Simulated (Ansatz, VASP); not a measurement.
## Two plane-wave programs on TiTe2

```
CELL_PARAMETERS angstrom
0.00000 3.44206 3.44206
3.44206 0.00000 3.44206
3.44206 3.44206 0.00000
ATOMIC_POSITIONS crystal
Ti 0.00000 0.00000 0.00000
Te 0.25000 0.25000 0.25000
Te 0.75000 0.75000 0.75000
```

Alike in both runs: functional PBE; k mesh 10 × 10 × 10; occupations fermi-dirac, width 0.03 eV; no spin polarisation.

Ansatz relaxed the structure, and its values are those at the end. VASP's run is a single point on that final structure, the one shown.

|  | VASP | Ansatz |
| --- | --- | --- |
| version | VASP 6.6.1 | Ansatz 0.2.0 |
| potentials or method | VASP PAW PBE potentials, release 64 (Ti_sv, Te) | PAW with Ansatz's default frozen-core files, scalar-relativistic |
| plane-wave cutoff (eV) | 520 | 420 |
| valence electrons in the cell | 24 | 44 |

|  | VASP | Ansatz | Ansatz less VASP |
| --- | --- | --- | --- |
| pressure (GPa) | 0.0 | 0.0 | -0.05 |

The two sets of potentials don't hold the same shells in valence.

The runs have no spin-orbit coupling, so splittings on Te are missing.
